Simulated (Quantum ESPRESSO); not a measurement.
Crystal: SrO.

```
CELL_PARAMETERS angstrom
0.00000 2.56630 2.56630
2.56630 0.00000 2.56630
2.56630 2.56630 0.00000
ATOMIC_POSITIONS crystal
Sr 0.50000 0.50000 0.50000
O 0.00000 0.00000 0.00000
```

Base run:

| Property | Result |
| --- | --- |
| Program | Quantum ESPRESSO 7.5 |
| Functional | LDA |
| Potentials or basis | GBRV 1.5 LDA |
| Cutoff | 612 eV |
| Density cutoff | 4898 eV |
| k mesh | 6 × 6 × 6, shifted |
| Occupations | fermi-dirac, width 0.05 eV |
| Spin | no spin polarisation |

Its results: pressure -3.8 GPa; electronic dielectric tensor (diagonal) 3.85.

Task: After a change of settings the same cell gave: pressure -0.5 GPa; electronic dielectric tensor (diagonal) 3.86. Which change was it?
A. functional from LDA to PBEsol; potentials or basis from GBRV 1.5 LDA to GBRV 1.5 PBEsol
B. functional from LDA to BLYP; potentials or basis from GBRV 1.5 LDA to GBRV 1.5 PBE
C. functional from LDA to AM05; potentials or basis from GBRV 1.5 LDA to GBRV 1.5 PBE

Result: A.

Caveats: the cell is more than 3 GPa from zero pressure, which shifts response properties (some runs).

Runs at the PBE level aren't shown here.
